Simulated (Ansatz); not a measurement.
# PtSe2 (Sudovikovite) (P-3m1) in Ansatz: notebook

Aim: see how the results for PtSe2 (Sudovikovite) move with the level of theory and the settings. Levels: revPBE+D4, BPBE, PBE. Tasks: relaxation of cell and atoms, single point.

Everything below comes from runs of Ansatz 0.2.0. Logs are shortened: lines on timing, memory, paths and dates and some standing lists are left out, and cuts for length are marked.

## 1. The structure

Symmetry: P-3m1, No. 164, trigonal system. Conventional cell: a = 3.724 Å, b = 3.724 Å, c = 5.062 Å, α = 90.00°, β = 90.00°, γ = 120.00°. Pt (site symmetry -3m) has 6 Se at 2.49 Å as nearest neighbours. Se (site symmetry 3m) is surrounded by 3 Pt at 2.49 Å.

## 2. Relaxation of cell and atoms, revPBE+D4

Input file input.yaml:

```yaml
crystal:
  lattice:
    - [3.724, 0.0, 0.0]
    - [-1.862, 3.2250786037, 0.0]
    - [0.0, 0.0, 5.062]
  atoms:
    - { symbol: Pt, position: [0.0, 0.0, 0.0] }
    - { symbol: Se, position: [0.6666666667, 0.3333333333, 0.75] }
    - { symbol: Se, position: [0.3333333333, 0.6666666667, 0.25] }
hamiltonian:
  xc: revpbe
  pseudopotentials: { kind: paw }
  dispersion: d4
kpoints:
  mp_grid: { grid: [8, 8, 5] }
scf:
  occupations: { method: fermi_dirac, width: 0.05 }
output:
  forces: true
  stress: true
relax:
  f_tol: 0.01
  max_steps: 40
  cell: { stress_tol: 0.05 }
```

Potentials or basis: Ansatz PAW.

Launch:

```
ansatz run input.yaml --threads 2 --pin off --max-ram 5120MiB --backend cpu --events-out ev --progress --plain --runs-dir out
```

What it wrote:

```text
Warning: RAYON_NUM_THREADS=2 ignored (pool sized by the plan → 2); use --threads N
Engine: ansatz 0.2.0, x86_64-unknown-linux-gnu
Pseudopotentials: kind: paw
Pseudopotential: Pt, paw, valence charge 18, recommended cutoff 420 eV (normal), Pt.paw.azcp
Pseudopotential: Se, paw, valence charge 16, recommended cutoff 420 eV (normal), Se.paw.azcp
Functional definition: revPBE
  parameter kappa = 1.245
  parameter beta = 0.06672455060314922
  exchange = pbe_x(kappa = kappa, mu = beta*pi^2/3)
  correlation = pbe_c(beta = beta)
Crystal: 3 atoms, lattice volume = 60.796 Å³
Basis set: ecut = 420 eV, 1205 PW (Γ), exchange–correlation on 50×50×72 points (8 copies of the dense FFT grid, shifted against one another)
Bands: 30, of which v1, the nominal top of the filled ones, is band 25 counted from 1 (24 counted from 0)
Symmetry: 12 space group operations
Space group: P-3m1 (ITA 164), of the structure as read, at distance tolerance 3.9e-5 Å
k-points: 40 of 320
Non-local potential: Pt, projectors of the file, l = 0: 3, l = 1: 2, l = 2: 2, l = 3: 1
Non-local potential: Se, projectors of the file, l = 0: 2, l = 1: 2, l = 2: 3, l = 3: 1
PAW form: soft (Blöchl's): semilocal exchange-correlation on the pseudo side does not see the compensation charge
PAW frozen core: Pt, regenerated for the run's functional, and the local potential with it (the file was generated under x = pbe(κ = 0.804, μ = 0.2195149727645171), c = pbe(β = 0.06672455060314922))
PAW frozen core: Se, regenerated for the run's functional, and the local potential with it (the file was generated under x = pbe(κ = 0.804, μ = 0.2195149727645171), c = pbe(β = 0.06672455060314922))
PAW one-centre angular grid: Pt, 590 points (default); XC on 64 Gauss nodes
PAW one-centre angular grid: Se, 590 points (default); XC on 64 Gauss nodes
Initial density: superposition of atomic densities (neutral atoms: chi_scale 0, normalization atom), corrected by the library's trained network
Initial wavefunctions: pseudopotential atomic-orbital guess
Functional: x = revpbe(κ = 1.245, μ = 0.2195149727645171), c = pbe(β = 0.06672455060314922)
SCF iter   1: F=—  HF=-23483.178879 eV  |F-HF|=—  |Δ(HF+E_count)|=         —  Δρ=2.83e-3  dr2=2.63e-3  ethr=1.77e-3  ⟨swp⟩=6.1  Hψ=4728  notcnv=0
preconditioner: auto → LDOS  [metal: Δε(μ)=0.114 eV  Ē_g=10.217 eV  σ=0.050 eV  W_gap=0.49  n_scr=22 (ndim 8)  ℏωp=22.3 eV  f_vac=0.035  D(μ)=0.55/eV (n_scr^D=2)  β→1.0]
SCF iter   2: F=—  HF=-23483.181459 eV  |F-HF|=—  |Δ(HF+E_count)|=   2.58e-3  Δρ=9.03e-4  dr2=6.31e-4  ethr=5.26e-6  ⟨swp⟩=2.0  Hψ=2558  notcnv=0  defer=5
SCF iter   3: F=—  HF=-23483.181259 eV  |F-HF|=—  |Δ(HF+E_count)|=   2.00e-4  Δρ=3.90e-4  dr2=1.28e-4  ethr=1.26e-6  ⟨swp⟩=2.0  Hψ=2036  notcnv=0  defer=5
SCF iter   4: F=—  HF=-23483.181232 eV  |F-HF|=—  |Δ(HF+E_count)|=   2.64e-5  Δρ=6.46e-5  dr2=3.33e-6  ethr=2.55e-7  ⟨swp⟩=2.0  Hψ=1579  notcnv=0  defer=5
SCF iter   5: F=—  HF=-23483.181208 eV  |F-HF|=—  |Δ(HF+E_count)|=   2.40e-5  Δρ=1.92e-5  dr2=2.31e-7  ethr=6.66e-9  ⟨swp⟩=2.0  Hψ=2040  notcnv=0  defer=5
SCF iter   6: F=-23483.181208 eV  HF=-23483.181208 eV  |F-HF|=1.33e-8  |Δ(HF+E_count)|=   6.81e-8  Δρ=4.24e-6  dr2=7.06e-9  ethr=2.00e-10  ⟨swp⟩=4.0  Hψ=4267  notcnv=0
SCF 1 converged in 6 iterations: F = -23483.181208 eV  dr2 = 7.06e-9
[... 61 lines left out ...]
Initial wavefunctions: pseudopotential atomic-orbital guess (no wavefunctions were taken with the density)
iter 1 solved again at ethr=7.74e-8 eV; its pass at ethr=3.10e-3 eV (dr2=3.87e-5 eV) is discarded
SCF iter   1: F=—  HF=-23483.266370 eV  |F-HF|=—  |Δ(HF+E_count)|=         —  Δρ=2.26e-4  dr2=1.81e-6  ethr=7.74e-8  ⟨swp⟩=3.0  Hψ=7677  notcnv=0
SCF iter   2: F=—  HF=-23483.266614 eV  |F-HF|=—  |Δ(HF+E_count)|=   2.45e-4  Δρ=1.14e-4  dr2=4.34e-7  ethr=3.62e-9  ⟨swp⟩=2.2  Hψ=2056  notcnv=0
SCF iter   3: F=—  HF=-23483.266697 eV  |F-HF|=—  |Δ(HF+E_count)|=   8.29e-5  Δρ=1.13e-5  dr2=8.21e-9  ethr=8.68e-10  ⟨swp⟩=2.0  Hψ=2191  notcnv=0
SCF iter   4: F=—  HF=-23483.266698 eV  |F-HF|=—  |Δ(HF+E_count)|=   6.94e-7  Δρ=2.15e-6  dr2=9.78e-10  ethr=1.64e-11  ⟨swp⟩=2.0  Hψ=2179  notcnv=0
SCF iter   5: F=—  HF=-23483.266698 eV  |F-HF|=—  |Δ(HF+E_count)|=   2.59e-9  Δρ=2.90e-7  dr2=3.17e-11  ethr=1.96e-12  ⟨swp⟩=2.1  Hψ=2100  notcnv=0
SCF iter   6: F=-23483.266698 eV  HF=-23483.266698 eV  |F-HF|=7.28e-12  |Δ(HF+E_count)|=  1.46e-11  Δρ=1.60e-7  dr2=2.29e-11  ethr=1.00e-12  ⟨swp⟩=5.3  Hψ=5254  notcnv=0
SCF 7 converged in 6 iterations: F = -23483.266698 eV  dr2 = 2.29e-11
relax step   7: F+E_penalty+E_count = -23483.26669803 eV  Δ(F+E_penalty+E_count) = +5.684e-4 eV  max|allowed force component| = 1.321e-3 eV/Å  Δτ_max = 0.0000 Å  P = +0.011 GPa  Ω = 57.845 Å³  stress off target by 1.55e-2 GPa  SCF on the basis re-selected at this cell (its energy is not comparable with the rows above)  (6 SCF iters)
basis re-selected at this cell: Δ(F+E_penalty+E_count) = +5.684e-4 eV, ΔP = +0.001 GPa vs the last step (what re-selecting the basis moved, of the pressure what is left beyond the Pulay correction that the steps carried, after the strain that the cell walked since its last selection, with what the two solves' SCF thresholds leave and, on support functions, any second-order correction that the steps lacked; it is no measure of the basis error at this ecutwfc). The dense FFT grid was sized anew with the basis: this SCF ran on 27×27×32 points, the steps before it on 25×25×36, so part of this shift can come from that change (see relax.cell in the input reference). This SCF's stress stands 1.55e-2 GPa from its target on what of the cell is left free (relax.cell.stress_tol is 5.00e-2 GPa) and its largest allowed force component is 1.32e-3 eV/Å (relax.f_tol is 1.00e-2 eV/Å): within both
SCF converged after 6 iterations
Free energy (F): -23483.266698 eV
Harris-Foulkes:  -23483.266698 eV  (|F-HF|=7.28e-12)
Internal energy: -23483.263480 eV  (E = F + TS)
E sigma→0 (E₀):  -23483.265089 eV
Entropy (-TS):   -0.003218 eV (-1.073 meV/atom)
Fermi energy:    14.303126 eV
--- Per-component energies (eV) ---
  E_band       = -909.103393
  E_kinetic    = 875.348364
  E_local      = -6314.981459  (includes V_loc(G=0)·N_el)
  E_nonlocal   = -992.756391
  E_hartree    = 2937.009832
  E_xc         = -471.448408
  E_vxc        = -500.359443  (∫ρ·V_xc dr)
  E_paw        = -13295.665264  (= ΣΔE_a)
  E_vpaw       = 149.627036  (= ΣTr[D̂ρ^β])
  E_aug_tail   = -0.000999  (compensation charges beyond the density's cutoff)
  E_ewald      = -6217.582442
  E_disp       = -2.764841  (pairwise vdW)
  E_core_change = -0.421872  (= ΣΔE_core)
  E_smearing   = -0.003218  (= −TS)
  E_closure    = -0.000000  (closes the sum)
  Σ components = -23483.266698   (vs F -23483.266698, Δ=0.00e0)
--- Forces (eV/Å), atoms counted from 1 ---
  atom   1  Pt     0.00000000     0.00000000     0.00000000
  atom   2  Se     0.00000000     0.00000000    -0.00132137
  atom   3  Se     0.00000000    -0.00000000     0.00132137
  max |Σ_I F_I| component: 1.16e-18 eV/Å
--- Stress (GPa, compression-positive) ---
        0.015515      -0.000000       0.000000
       -0.000000       0.015515       0.000000
        0.000000       0.000000       0.001463
  P = ⅓ Tr σ = 0.0108 GPa (0.108 kbar)
--- Relaxed structure (6 steps of the walk, 6 accepted, 1 SCFs on fresh bases) ---
  F+E_penalty+E_count = -23483.26669803 eV   max|allowed force component| = 1.321e-3 eV/Å   (the final SCF, on the basis selected at the relaxed cell)
  cell:  # Å, volume = 57.8446 Å³
    - [3.759789082221054, 2.432007195336741e-33, -1.2236036201537978e-33]
    - [-1.879894541110527, 3.2560728580748126, -1.908098131472841e-32]
    - [-5.619869688165652e-33, -2.900844500803153e-32, 4.725035850245921]
  atoms:
    - { symbol: Pt, position: [3.951772299472566e-34, 2.3223395401653464e-35, -5.711587896670652e-20] }
    - { symbol: Se, position: [0.6666666666666666, 0.3333333333333333, 0.7282896887050824] }
    - { symbol: Se, position: [0.3333333333333333, 0.6666666666666666, 0.2717103112949177] }
```

Wall time 11 s (2 threads of Intel Xeon at 2.60GHz (Ice Lake), shared host); peak memory 0.46 GiB.

What came out:

| Property | Result |
| --- | --- |
| Free energy | -23483.2667 eV |
| Relaxed volume | 19.28 Å³/atom |
| Relaxed cell | a = 3.760 Å, b = 3.760 Å, c = 4.725 Å, α = 90.00°, β = 90.00°, γ = 120.00° |
| Space group after relaxing (to 0.05 Å) | P-3m1 (No. 164) |
| Energy gained by relaxing | 28.5 meV/atom |
| Ionic steps | 7 |
| Pressure after relaxing | 0.0 GPa |

The path:
| step | energy change (eV) | largest force (eV/Å) | volume (Å³) |
| --- | --- | --- | --- |
| 1 | 0.0000 | 0.6950 | 60.80 |
| 2 | -0.0228 | 0.7172 | 56.89 |
| 3 | -0.0789 | 0.0512 | 59.05 |
| 4 | -0.0854 | 0.0144 | 58.21 |
| 5 | -0.0861 | 0.0019 | 57.80 |
| 6 | -0.0861 | 0.0015 | 57.84 |
| 7 | -0.0855 | 0.0013 | 57.84 |

Final structure:
```xyz
3
Lattice="3.7598 0.0000 0.0000 -1.8799 3.2561 0.0000 0.0000 0.0000 4.7250" Properties=species:S:1:pos:R:3 pbc="T T T"
Pt    0.0000    0.0000    0.0000
Se    1.8799    1.0854    3.4412
Se    0.0000    2.1707    1.2838
```

Caveat: the plane-wave basis is chosen anew once the cell has moved, so the energies of steps on either side of that aren't comparable; the PAW data sets come from PBE, with cores solved anew for the run's functional, which leaves a small shift of forces and pressure. The run has no spin-orbit coupling, so splittings on Pt are missing.

(Part 1 of 2 ends here.)
